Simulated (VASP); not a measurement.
# Na (I4/mmm) in VASP: a series of runs

One crystal, Na, is run at these levels: PBE; tasks: single point.

All numbers are computed with VASP 6.6.1; they aren't measurements. Logs are shortened: lines on timing, memory, paths and dates and some standing lists are left out, and cuts for length are marked.

## 1. Starting point

The structure is tetragonal, space group I4/mmm (No. 139). Conventional cell: a = 3.777 Å, b = 3.777 Å, c = 5.275 Å, α = 90.00°, β = 90.00°, γ = 90.00°. Na (site symmetry 4/mmm) is surrounded by 12 Na at 3.75 to 3.78 Å.

This isn't the form of Na at room conditions, which is bcc.

## 2. Single point, PBE

Input file INCAR:

```
PREC = Accurate
ENCUT = 460
EDIFF = 1E-6
ISMEAR = 1
SIGMA = 0.1
LREAL = F
LASPH = F
NELM = 100
ALGO = Normal
ISIF = 2
LWAVE = F
LCHARG = F
GGA = PE
NBANDS = 10
ADDGRID = F
```

Input file KPOINTS:

```
Automatic mesh
0
Gamma
  5 5 5
```

Input file POSCAR:

```
Na
1.0
   -1.8882910800      1.8882910800      2.6372766800
    1.8882910800     -1.8882910800      2.6372766800
    1.8882910800      1.8882910800     -2.6372766800
Na
1
Direct
    0.0000000000      0.0000000000      0.0000000000
```

Potentials or basis: VASP PAW PBE potentials, release 64 (Na_pv).

Started as:

```
> cat potpaw_PBE.64/Na_pv/POTCAR > POTCAR
> mpirun -np 1 vasp_std > vasp.out
```

OUTCAR:

```text
PREC = Accurate
   ENCUT = 460
   EDIFF = 1E-6
   ISMEAR = 1
   LREAL = F
   LASPH = F
   NELM = 100
   ISIF = 2
   GGA = PE

 Found     18 irreducible k-points:

 Following reciprocal coordinates:
            Coordinates               Weight
  0.000000  0.000000  0.000000      1.000000
  0.200000 -0.000000  0.000000      8.000000
  0.400000 -0.000000  0.000000      8.000000
  0.200000  0.200000  0.000000      8.000000
  0.400000  0.200000  0.000000     16.000000
 -0.400000  0.200000 -0.000000     16.000000
   k-points           NKPTS =     18   k-points in BZ     NKDIM =     18   number of bands    NBANDS=     10
   number of dos      NEDOS =    301   number of ions     NIONS =      1
   total plane-waves  NPLWV =  21952
   dimension x,y,z NGX =    28 NGY =   28 NGZ =   28
   dimension x,y,z NGXF=    56 NGYF=   56 NGZF=   56
   ions per type =               1
   NGX,Y,Z   is equivalent  to a cutoff of  12.40, 12.40, 12.40 a.u.
   NGXF,Y,Z  is equivalent  to a cutoff of  24.80, 24.80, 24.80 a.u.
 SYSTEM =  unknown system
   PREC   = accura    normal or accurate (medium, high low for compatibility)
   ISTART =      0    job   : 0-new  1-cont  2-samecut
   ICHARG =      2    charge: 1-file 2-atom 10-const
   ISPIN  =      1    spin polarized calculation?
   LNONCOLLINEAR =      F non collinear calculations
   LSORBIT =      F    spin-orbit coupling
   LASPH  =      F    aspherical Exc in radial PAW
   ENCUT  =  460.0 eV  33.81 Ry    5.81 a.u.   6.56  6.56  6.56*2*pi/ulx,y,z
   NELM   =    100;   NELMIN=  2; NELMDL= -5     # of ELM steps
   EDIFF  = 0.1E-05   stopping-criterion for ELM
   LREAL  =      F    real-space projection
   EDIFFG = 0.1E-04   stopping-criterion for IOM
   NSW    =      0    number of steps for IOM
   IBRION =     -1    ionic relax: 0-MD 1-quasi-New 2-CG
   NFREE  =      0    steps in history (QN), initial steepest desc. (CG)
   ISIF   =      2    stress and relaxation
   ISYM   =      2    0-nonsym 1-usesym 2-fastsym
   POTIM  = 0.5000    time-step for ionic-motion
   TEBEG  =    0.0;   TEEND  =   0.0 temperature during run
   PSTRESS=    0.0 pullay stress
   NELECT =       7.0000    total number of electrons
   NUPDOWN=      -1.0000    fix difference up-down
   EMIN   =  10.00;   EMAX   =-10.00  energy-range for DOS
   EFERMI =   0.00;   METHOD = LEGACY
   ISMEAR =     1;   SIGMA  =   0.10  broadening in eV -4-tet -1-fermi 0-gaus
   EFERMI_NEDOS =   21; number of points for ismear=-14 and -15
   IALGO  =     38    algorithm
   IMIX   =      4    mixing-type and parameters
     AMIX     =   0.40;   BMIX     =  1.00
     AMIX_MAG =   1.60;   BMIX_MAG =  1.00
  volume/ion in A,a.u.               =      37.61       253.83
  Fermi-wavevector in a.u.,A,eV,Ry     =   0.934666  1.766262 11.886050  0.873600
  Thomas-Fermi vector in A             =   2.061494
   LORBIT       =      0    0 simple, 1 ext, 2 COOP (PROOUT), +10 PAW based schemes
   GGA     = PE    functional components
   LHFCALC =     F    Hartree Fock is set to
   AEXX    =    0.0000 exact exchange contribution
   IVDW    =     0    specifies the selected vdW correction
   LEPSILON=     F    determine dielectric tensor
   LRPA    =     F    only Hartree local field effects (RPA)
 non-spin polarized calculation
 Methfessel and Paxton  Order N= 1 SIGMA  =   0.10
  energy-cutoff  :      460.00
  volume of cell :       37.61
 maximum number of plane-waves:       869
 NGX is ok and might be reduce to    28
   NGX = 13   NGY = 13   NGZ = 13

 number of electron       6.9999993 magnetization

 Free energy of the ion-electron system (eV)
  ---------------------------------------------------
  ext. energy  EPLUGINS =         0.00000000
  ---------------------------------------------------
  free energy    TOTEN  =        -1.35513486 eV

  energy without entropy =       -1.35436260  energy(sigma->0) =       -1.35487744

 E-fermi :   0.4570     XC(G=0):  -6.4643

 val. band max:        0.4190077215   @ k =  -0.4000   0.4000   0.0000
 cond. band min:       0.5023713294   @ k =  -0.4000  -0.4000   0.4000
 fundamental gap:      0.0833636079
 Fermi energy:         0.4569559142

 k-point     1 :       0.0000    0.0000    0.0000
  band No.  band energies     occupation
      1     -24.6212      2.00000
      2     -24.6205      2.00000
      3     -24.6205      2.00000
      4      -2.9618      2.00000
      5      11.2796      0.00000
      6      11.2796      0.00000
      7      11.3217      0.00000
      8      12.3819      0.00000
      9      12.8243      0.00000
     10      12.8243      0.00000

 k-point     2 :       0.2000   -0.0000    0.0000
  band No.  band energies     occupation
      1     -24.6321      2.00000
      2     -24.6224      2.00000
      3     -24.6222      2.00000
      4      -2.3057      2.00000
      5       6.8881      0.00000
      6      10.5346      0.00000
      7      10.6163      0.00000
      8      11.8206      0.00000
      9      13.3607      0.00000
     10      13.5976      0.00000

 k-point     3 :       0.4000   -0.0000    0.0000
  band No.  band energies     occupation
      1     -24.6506      2.00000
      2     -24.6249      2.00000
      3     -24.6248      2.00000
      4      -0.3859      2.00000
      5       2.7386      0.00000
      6      10.2268      0.00000
      7      10.3728      0.00000
      8      11.3817      0.00000
      9      11.5618      0.00000
     10      11.7882      0.00000

 k-point     4 :       0.2000    0.2000    0.0000
  band No.  band energies     occupation
      1     -24.6412      2.00000
      2     -24.6296      2.00000
      3     -24.6236      2.00000
      4      -1.2230      2.00000
      5       5.5032      0.00000
      6       6.4269      0.00000
      7      10.6644      0.00000
      8      11.6162      0.00000
      9      12.9747      0.00000
     10      14.1799      0.00000

 k-point     5 :       0.4000    0.2000    0.0000
  band No.  band energies     occupation
      1     -24.6494      2.00000
      2     -24.6334      2.00000
      3     -24.6269      2.00000
      4       1.0515     -0.00000
      5       2.1293     -0.00000
      6       6.1654      0.00000
      7       9.0190      0.00000
      8       9.8428      0.00000
      9      13.7609      0.00000
     10      14.8612      0.00000

 k-point     6 :      -0.4000    0.2000   -0.0000
  band No.  band energies     occupation
      1     -24.6448      2.00000
      2     -24.6292      2.00000
      3     -24.6276      2.00000
      4      -0.6091      2.00000
      5       4.5278      0.00000
      6       7.3760      0.00000
      7       8.4741      0.00000
      8       9.2506      0.00000
      9      13.0283      0.00000
     10      15.0866      0.00000

 [... further k-points ...]

------------------------ aborting loop because EDIFF is reached ----------------------------------------

  FORCE on cell =-STRESS in cart. coord.  units (eV):
  Direction    XX          YY          ZZ          XY          YZ          ZX
  --------------------------------------------------------------------------------------
  -------------------------------------------------------------------------------------
  Total       -0.0434808     -0.0434808     -0.1449712      0.0000000      0.0000000     -0.0000000
  in kB       -1.8520588     -1.8520588     -6.1750236      0.0000000      0.0000000     -0.0000000
  external PRESSURE =      -3.2930471 kB  Pullay stress =       0.0000000 kB

 VOLUME and BASIS-vectors are now :
 -----------------------------------------------------------------------------
  energy-cutoff  :      460.00
  volume of cell :       37.61
      direct lattice vectors                 reciprocal lattice vectors
    -1.888291080  1.888291080  2.637276680     0.000000000  0.264789685  0.189589512
     1.888291080 -1.888291080  2.637276680     0.264789685  0.000000000  0.189589512
     1.888291080  1.888291080 -2.637276680     0.264789685  0.264789685  0.000000000

 POSITION                                       TOTAL-FORCE (eV/Angst)
 -----------------------------------------------------------------------------------
      0.00000      0.00000      0.00000         0.000000     -0.000000      0.000000
 -----------------------------------------------------------------------------------
    total drift:                                0.000000     -0.000000      0.000000

  FREE ENERGIE OF THE ION-ELECTRON SYSTEM (eV)
  ---------------------------------------------------
  free  energy   TOTEN  =        -1.3551348558 eV

  energy  without entropy=       -1.3543625984  energy(sigma->0) =       -1.35487744
```

It took 2.5 s on 1 thread of AMD EPYC 9R45 (Zen 5), shared host; peak memory 0.11 GiB.

The run converged, but some of its settings lie outside the range that counts as converged, so its numbers aren't taken as properties of the crystal.

Results:

```
Free energy            : -1.3551 eV
Pressure               : -0.3 GPa
Band gap on the k mesh : none (metal or under the smearing width)
```

Caveat: the k mesh is coarse (spacing up to 0.47 Å⁻¹), so the values aren't converged.

## 3. Single point, PBE

Input file INCAR:

```
PREC = Normal
ENCUT = 460
EDIFF = 1E-4
ISMEAR = 1
SIGMA = 0.1
LREAL = Auto
LASPH = T
NELM = 100
ALGO = Normal
ISIF = 2
LWAVE = F
LCHARG = F
GGA = PE
NBANDS = 10
ADDGRID = F
```

KPOINTS is that of step 2.

POSCAR is that of step 2.

Potentials or basis: VASP PAW PBE potentials, release 64 (Na_pv).

Started as:

```
> cat potpaw_PBE.64/Na_pv/POTCAR > POTCAR
> mpirun -np 1 vasp_std > vasp.out
```

It took 1.6 s on 1 thread of AMD EPYC 9R45 (Zen 5), shared host; peak memory 0.09 GiB.

The run converged, but some of its settings lie outside the range that counts as converged, so its numbers aren't taken as properties of the crystal.

Results:

* Free energy: -1.3555 eV
* Pressure: -0.3 GPa
* Band gap on the k mesh: none (metal or under the smearing width)

Caveat: the k mesh is coarse (spacing up to 0.47 Å⁻¹), so the values aren't converged.

## 4. Single point, PBE

Input file INCAR:

```
PREC = Accurate
ENCUT = 520
EDIFF = 1E-6
ISMEAR = 1
SIGMA = 0.1
LREAL = F
LASPH = T
NELM = 100
ALGO = Normal
ISIF = 2
LWAVE = F
LCHARG = F
GGA = PE
NBANDS = 10
ADDGRID = F
```

KPOINTS is that of step 3.

POSCAR is that of step 3.

Potentials or basis: VASP PAW PBE potentials, release 64 (Na_pv).

Started as:

```
> cat potpaw_PBE.64/Na_pv/POTCAR > POTCAR
> mpirun -np 1 vasp_std > vasp.out
```

OUTCAR:

```text
PREC = Accurate
   ENCUT = 520
   EDIFF = 1E-6
   ISMEAR = 1
   LREAL = F
   LASPH = T
   NELM = 100
   ISIF = 2
   GGA = PE

 Found     18 irreducible k-points:

 Following reciprocal coordinates:
            Coordinates               Weight
  0.000000  0.000000  0.000000      1.000000
  0.200000 -0.000000  0.000000      8.000000
  0.400000 -0.000000  0.000000      8.000000
  0.200000  0.200000  0.000000      8.000000
  0.400000  0.200000  0.000000     16.000000
 -0.400000  0.200000 -0.000000     16.000000
[... 153 lines left out ...]

------------------------ aborting loop because EDIFF is reached ----------------------------------------

  FORCE on cell =-STRESS in cart. coord.  units (eV):
  Direction    XX          YY          ZZ          XY          YZ          ZX
  --------------------------------------------------------------------------------------
  -------------------------------------------------------------------------------------
  Total       -0.0271244     -0.0271244     -0.1286084      0.0000000     -0.0000000      0.0000000
  in kB       -1.1553580     -1.1553580     -5.4780532      0.0000000     -0.0000000      0.0000000
  external PRESSURE =      -2.5962564 kB  Pullay stress =       0.0000000 kB

 VOLUME and BASIS-vectors are now :
 -----------------------------------------------------------------------------
  energy-cutoff  :      520.00
  volume of cell :       37.61
      direct lattice vectors                 reciprocal lattice vectors
    -1.888291080  1.888291080  2.637276680     0.000000000  0.264789685  0.189589512
     1.888291080 -1.888291080  2.637276680     0.264789685  0.000000000  0.189589512
     1.888291080  1.888291080 -2.637276680     0.264789685  0.264789685  0.000000000

 POSITION                                       TOTAL-FORCE (eV/Angst)
 -----------------------------------------------------------------------------------
      0.00000      0.00000      0.00000        -0.000000     -0.000000     -0.000000
 -----------------------------------------------------------------------------------
    total drift:                                0.000000     -0.000000      0.000000

  FREE ENERGIE OF THE ION-ELECTRON SYSTEM (eV)
  ---------------------------------------------------
  free  energy   TOTEN  =        -1.3552497359 eV

  energy  without entropy=       -1.3544775792  energy(sigma->0) =       -1.35499235
```

It took 2.6 s on 1 thread of AMD EPYC 9R45 (Zen 5), shared host; peak memory 0.12 GiB.

These settings aren't checked as converged: the numbers below hold their error.

What came out:

```yaml
Free_energy: -1.3552 eV
Pressure: -0.3 GPa
Band_gap_on_the_k_mesh: none (metal or under the smearing width)
```

Caveat: the k mesh is coarse (spacing up to 0.47 Å⁻¹), so the values aren't converged.

## 5. Single point, PBE

Changes to INCAR since step 4:

```diff
@@ -1,3 +1,3 @@
 PREC = Accurate
-ENCUT = 520
+ENCUT = 650
 EDIFF = 1E-6
```

KPOINTS is that of step 4.

POSCAR is that of step 4.

Started as:

```
> cat potpaw_PBE.64/Na_pv/POTCAR > POTCAR
> mpirun -np 1 vasp_std > vasp.out
```

Run time: 3.2 s. Hardware: 1 thread of AMD EPYC 9R45 (Zen 5), shared host; peak memory 0.13 GiB.

These settings aren't checked as converged: the numbers below hold their error.

Results:

* Free energy: -1.3551 eV
* Pressure: -0.3 GPa
* Band gap on the k mesh: none (metal or under the smearing width)

Caveat: the k mesh is coarse (spacing up to 0.47 Å⁻¹), so the values aren't converged.

## 6. For comparison

An earlier run on the cell as given: functional PBE; potentials or basis VASP PAW PBE potentials, release 64 (Na_pv); cutoff 520 eV; k mesh 10 × 10 × 10; occupations fermi-dirac, width 0.05 eV; no spin polarisation.

* Pressure: -0.1 GPa
* Band gap on the k mesh: none (metal or under the smearing width)
